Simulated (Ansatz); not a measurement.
# SnTe: which structure wins at one pressure

Which of rocksalt, CsCl, zincblende, wurtzite, NiAs has the lowest enthalpy for SnTe at one common pressure? The runs shown use LAPW. Companion runs by PAW are cited.

Computed with Ansatz 0.2.0 (DFT, PBE, all-electron LAPW, scalar-relativistic, unless a step's input says otherwise).

**1. Starting point**

The structure is cubic, space group Fm-3m (No. 225). Conventional cell: a = 6.095 Å, b = 6.095 Å, c = 6.095 Å, α = 90.00°, β = 90.00°, γ = 90.00°. Sn (site symmetry m-3m) is surrounded by 6 Te at 3.05 Å. Te (site symmetry m-3m) is surrounded by 6 Sn at 3.05 Å.

As a file:

```cif
data_structure
_symmetry_space_group_name_H-M 'Fm-3m'
_symmetry_Int_Tables_number 225
_cell_length_a 6.0947
_cell_length_b 6.0947
_cell_length_c 6.0947
_cell_angle_alpha 90.000
_cell_angle_beta 90.000
_cell_angle_gamma 90.000
_cell_volume 226.40
loop_
_atom_site_label
_atom_site_type_symbol
_atom_site_symmetry_multiplicity
_atom_site_Wyckoff_symbol
_atom_site_fract_x
_atom_site_fract_y
_atom_site_fract_z
_atom_site_occupancy
Sn1 Sn 4 a 0.00000 0.00000 0.00000 1
Te1 Te 4 b 0.50000 0.00000 0.00000 1
```

The file gives the conventional cell by its symmetry; the runs use the cell typed in the input.

Atoms are numbered in the order of the input: Sn1, Te2.

**2. Rocksalt relaxed under pressure, LAPW**

File input.yaml:

```yaml
crystal:
  lattice:
    - [0.0, 3.0473741797, 3.0473741797]
    - [3.0473741797, 0.0, 3.0473741797]
    - [3.0473741797, 3.0473741797, 0.0]
  atoms:
    - { symbol: Sn, position: [0.0, 0.0, 0.0] }
    - { symbol: Te, position: [0.5, 0.5, 0.5] }
kpoints:
  mp_grid: { grid: [12, 12, 12] }
scf:
  occupations: { method: fermi_dirac, width: 0.1 }
hamiltonian:
  xc: pbe
  pseudopotentials: { kind: all_electron, lapw: { basis_error: 0.0005 } }
output:
  forces: true
  stress: true
  eigenvalues: true
relax:
  f_tol: 0.005
  max_steps: 12
  cell: { p_target: 8.5, stress_tol: 0.03 }
```

Launch:

```sh
ansatz run input.yaml --threads 1 --pin off --max-ram 3584MiB --backend cpu --events-out ev --progress --plain --runs-dir out
```

Further steps of the session: CsCl relaxed under pressure, LAPW; Zincblende relaxed under pressure, LAPW; Wurtzite at the cell that PAW relaxed, LAPW; NiAs at the cell that PAW relaxed, LAPW.

What does the calculation give? Wanted: pressure; lowest (for each run or level that gives them).

**Answer**, as computed:

| quantity | value |
| --- | --- |
| pressure | 8.5 GPa |
| lowest (LAPW) | rocksalt, 52.0 meV/atom under NiAs |
| lowest (PAW) | rocksalt, 52.1 meV/atom under NiAs |

**Reading.** By LAPW the order is rocksalt < NiAs < CsCl < wurtzite < zincblende. By PAW the order is rocksalt < NiAs < CsCl < wurtzite < zincblende. Some starts changed symmetry on relaxing: wurtzite ended as P6_3/mmc. The methods agree on the lowest phase. Only these structures were tried, with electrons smeared by 0.1 eV and without vibrations, so the true ground state may be another. The k meshes differ between phases and weren't tested, which can move differences by some meV. Spin-orbit coupling is left out, though the cell holds Te; in elements this heavy it can shift bands and gaps by tenths of an eV.
